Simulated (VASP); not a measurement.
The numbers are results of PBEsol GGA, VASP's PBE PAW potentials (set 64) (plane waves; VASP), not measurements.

Input for VASP

POSCAR:
```
CoPt
1
    2.6850738849     0.0000000000     0.0000000000
    0.0000000000     2.6850738849     0.0000000000
    0.0000000000     0.0000000000     3.6908386007
Co Pt
1 1
Direct
  0.0000000000   0.0000000000   0.0000000000
  0.5000000000   0.5000000000   0.5000000000
```

### INCAR
```
SYSTEM = CoPt
PREC = Accurate
ENCUT = 520
EDIFF = 1E-7
NELM = 100
ALGO = Normal
LREAL = .FALSE.
LASPH = .TRUE.
ISMEAR = 1
SIGMA = 0.1
GGA = PS
LMAXMIX = 6
ISPIN = 2
MAGMOM = 1.8 0.4
LORBIT = 10
LWAVE = .FALSE.
LCHARG = .FALSE.
ISIF = 4
IBRION = 2
NSW = 30
EDIFFG = -0.01
```

File KPOINTS:
```
Automatic mesh
0
Gamma
14 14 10
0 0 0
```

POTCAR, in this order: Co Pt (PBE.64 set). Program: vasp_std.

What VASP printed:

File OSZICAR:
```
       N       E                     dE             d eps       ncg     rms          rms(c)
DAV:   1     0.100252996678E+03    0.10025E+03   -0.88532E+03 12240   0.149E+03
DAV:   2    -0.123363352647E+02   -0.11259E+03   -0.10424E+03 12648   0.285E+02
DAV:   3    -0.164720795313E+02   -0.41357E+01   -0.39863E+01 14268   0.661E+01
DAV:   4    -0.165237916952E+02   -0.51712E-01   -0.51671E-01 14240   0.643E+00
DAV:   5    -0.165252690660E+02   -0.14774E-02   -0.14773E-02 14870   0.117E+00    0.175E+01
DAV:   6    -0.185189151778E+02   -0.19936E+01   -0.18414E+01 12508   0.102E+02    0.242E+01
DAV:   7    -0.149614633837E+02    0.35575E+01   -0.11227E+01 15156   0.975E+01    0.820E+00
DAV:   8    -0.149096434599E+02    0.51820E-01   -0.52930E-01 14038   0.107E+01    0.391E+00
DAV:   9    -0.148344608497E+02    0.75183E-01   -0.14144E-01 16778   0.901E+00    0.973E-01
DAV:  10    -0.148333005647E+02    0.11603E-02   -0.14890E-02 16568   0.162E+00    0.444E-01
DAV:  11    -0.148328374414E+02    0.46312E-03   -0.12112E-03 16940   0.815E-01    0.187E-01
DAV:  12    -0.148326903873E+02    0.14705E-03   -0.19449E-04 15518   0.171E-01    0.814E-02
DAV:  13    -0.148326569250E+02    0.33462E-04   -0.42154E-05 16912   0.118E-01    0.351E-02
DAV:  14    -0.148326586986E+02   -0.17736E-05   -0.27136E-05 17326   0.668E-02    0.155E-02
DAV:  15    -0.148326582348E+02    0.46377E-06   -0.10322E-06 16168   0.209E-02    0.840E-03
DAV:  16    -0.148326580513E+02    0.18353E-06   -0.60173E-07 11808   0.151E-02    0.363E-03
DAV:  17    -0.148326580417E+02    0.96354E-08   -0.10410E-07  6854   0.700E-03
   1 F= -.14832658E+02 E0= -.14833024E+02  d E =-.148327E+02  mag=     2.2508
       N       E                     dE             d eps       ncg     rms          rms(c)
DAV:   1    -0.148343355939E+02   -0.16775E-02   -0.69281E-02 12810   0.232E+00    0.264E-01
DAV:   2    -0.148342117536E+02    0.12384E-03   -0.46031E-03 14744   0.201E+00    0.380E-01
DAV:   3    -0.148332493986E+02    0.96235E-03   -0.32403E-03 14468   0.175E+00    0.128E-01
DAV:   4    -0.148330420127E+02    0.20739E-03   -0.50350E-04 16474   0.362E-01    0.378E-02
DAV:   5    -0.148330313213E+02    0.10691E-04   -0.41322E-05 15712   0.873E-02    0.178E-02
DAV:   6    -0.148330317166E+02   -0.39527E-06   -0.10420E-05 16290   0.286E-02    0.117E-02
DAV:   7    -0.148330313760E+02    0.34059E-06   -0.66611E-07 15526   0.151E-02    0.663E-03
DAV:   8    -0.148330312027E+02    0.17325E-06   -0.33074E-07 12572   0.708E-03    0.238E-03
DAV:   9    -0.148330311868E+02    0.15952E-07   -0.11609E-07  6852   0.468E-03
   2 F= -.14833031E+02 E0= -.14833379E+02  d E =-.373145E-03  mag=     2.2491
       N       E                     dE             d eps       ncg     rms          rms(c)
DAV:   1    -0.148332710587E+02   -0.23986E-03   -0.10987E-02 12798   0.924E-01    0.105E-01
DAV:   2    -0.148332557031E+02    0.15356E-04   -0.75072E-04 14732   0.810E-01    0.153E-01
DAV:   3    -0.148330981624E+02    0.15754E-03   -0.52143E-04 14474   0.699E-01    0.506E-02
DAV:   4    -0.148330655196E+02    0.32643E-04   -0.79266E-05 16420   0.142E-01    0.151E-02
DAV:   5    -0.148330638930E+02    0.16267E-05   -0.64130E-06 15598   0.344E-02    0.709E-03
DAV:   6    -0.148330639397E+02   -0.46737E-07   -0.15991E-06 12686   0.114E-02    0.467E-03
DAV:   7    -0.148330638832E+02    0.56546E-07   -0.10322E-07  7544   0.609E-03
   3 F= -.14833064E+02 E0= -.14833402E+02  d E =-.405841E-03  mag=     2.2484
```

### OUTCAR
```
------------------------ aborting loop because EDIFF is reached ----------------------------------------
  FORCE on cell =-STRESS in cart. coord.  units (eV):
  Direction    XX          YY          ZZ          XY          YZ          ZX
  --------------------------------------------------------------------------------------
  Total       -1.1480572     -1.1480572     -1.1464449      0.0000000      0.0000000      0.0000000
  in kB      -69.1252275    -69.1252275    -69.0281504      0.0000000      0.0000000      0.0000000
  external PRESSURE =     -69.0928685 kB  Pullay stress =       0.0000000 kB
  volume of cell :       26.61
      direct lattice vectors                 reciprocal lattice vectors
     2.679350015  0.000000000  0.000000000     0.373224847  0.000000000 -0.000000000
     0.000000000  2.679350015  0.000000000     0.000000000  0.373224847  0.000000000
     0.000000000  0.000000000  3.706624850    -0.000000000  0.000000000  0.269787216
 POSITION                                       TOTAL-FORCE (eV/Angst)
 -----------------------------------------------------------------------------------
      0.00000      0.00000      0.00000        -0.000000      0.000000      0.000000
      1.33968      1.33968      1.85331         0.000000      0.000000      0.000000
 -----------------------------------------------------------------------------------
    total drift:                               -0.000000      0.000000      0.000000
  FREE ENERGIE OF THE ION-ELECTRON SYSTEM (eV)
  ---------------------------------------------------
  free  energy   TOTEN  =       -14.8330638832 eV

  energy  without entropy=      -14.8340771890  energy(sigma->0) =      -14.83340165

 total charge

# of ion       s       p       d       tot
------------------------------------------
    1        0.414   0.448   7.207   8.068
    2        0.710   0.675   8.035   9.420
--------------------------------------------------
tot          1.124   1.123  15.241  17.488

 magnetization (x)

# of ion       s       p       d       tot
------------------------------------------
    1       -0.002  -0.011   1.890   1.877
    2       -0.013  -0.049   0.442   0.381
--------------------------------------------------
tot         -0.014  -0.060   2.332   2.258

 reached required accuracy - stopping structural energy minimisation
```
(Selected blocks of OUTCAR.)

CONTCAR:
```
CoPt
   1.00000000000000
     2.6793500154269956    0.0000000000000000    0.0000000000000000
     0.0000000000000000    2.6793500154269956    0.0000000000000000
     0.0000000000000000    0.0000000000000000    3.7066248501852956
  Co              Pt
     1     1
Direct
     0.0000000000000000    0.0000000000000000    0.0000000000000000
     0.5000000000000000    0.5000000000000000    0.5000000000000000
```

The compound is CoPt in the L1_0 structure. This cell is one point of a volume scan, at 1.03 of the reference volume. Symmetry was kept, so distortions that lower it aren't found.
